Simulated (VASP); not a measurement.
Runs of VASP 6.6.1 on TiC. It takes space group Fm-3m (No. 225, cubic). Conventional cell: a = 4.331 Å, b = 4.331 Å, c = 4.331 Å, α = 90.00°, β = 90.00°, γ = 90.00°. Ti (site symmetry m-3m) is surrounded by 6 C at 2.17 Å. C (site symmetry m-3m) has 6 Ti at 2.17 Å as nearest neighbours. The cell is a database's computed one.

```tsv
task	level	potentials or basis	cell	k mesh	cutoff (eV)	smearing	ladder	gap on the mesh (eV)	pressure (GPa)	V0 of scaled cells (Å³/atom)	relaxed volume (Å³/atom)	B0 (GPa)
single point	PBEsol	VASP PAW PBE potentials, release 64 (Ti_sv, C)	as given	11 × 11 × 11	520	gaussian 0.02 eV	-	none	-6.4	-	-	-
relaxation of cell and atoms	LDA	VASP PAW LDA potentials, release 64 (Ti_sv, C)	relaxed	10 × 10 × 10	600	fermi-dirac 0.05 eV	gaps	none	0.0	-	9.69	-
single point	RPBE	VASP PAW PBE potentials, release 64 (Ti_sv_GW, C_GW)	as given	11 × 11 × 11	550	gaussian 0.02 eV	-	none	3.4	-	-	-
single point	PBE	VASP PAW PBE potentials, release 64 (Ti_sv, C)	as given	11 × 11 × 11	520	fermi-dirac 0.05 eV	-	none	0.5	-	-	-
equation of state	PBEsol	VASP PAW PBE potentials, release 64 (Ti_sv, C)	as given	11 × 11 × 11	520	fermi-dirac 0.05 eV	free	-	-	(c)	-	266
single point	PBEsol	VASP PAW PBE potentials, release 54 (Ti_sv, C)	as given	11 × 11 × 11	520	gaussian 0.02 eV	-	none	-6.4	-	-	-
relaxation of cell and atoms	PBEsol	VASP PAW PBE potentials, release 64 (Ti_sv, C)	relaxed	10 × 10 × 10	600	fermi-dirac 0.05 eV	gaps	none	-0.1	-	(a)	-
single point	PBEsol	VASP PAW PBE potentials, release 64 (Ti_sv, C)	as given	11 × 11 × 11	520	fermi-dirac 0.05 eV	free	none	-6.5	-	-	-
equation of state	PBE	VASP PAW PBE potentials, release 64 (Ti_sv, C)	as given	11 × 11 × 11	520	fermi-dirac 0.05 eV	-	-	-	(b)	-	249
relaxation of cell and atoms	PBE+D3(BJ)	VASP PAW PBE potentials, release 64 (Ti_sv, C)	relaxed	10 × 10 × 10	600	fermi-dirac 0.05 eV	gaps	none	0.0	-	9.88	-
```

Alike in all rows: no spin polarisation.

Problem. Estimate the missing entries.

Solution. (a) 9.90; (b) 10.18; (c) 9.91.

Caveats: the PAW data sets were made with another functional, which shifts forces and pressure a little (some runs); pairwise dispersion overbinds metals, which lowers pressure and volume (some runs).

A k mesh can miss the band edges.

A gap of «none» marks a metal or a gap under the smearing width.

Not every run made on this cell is shown here.
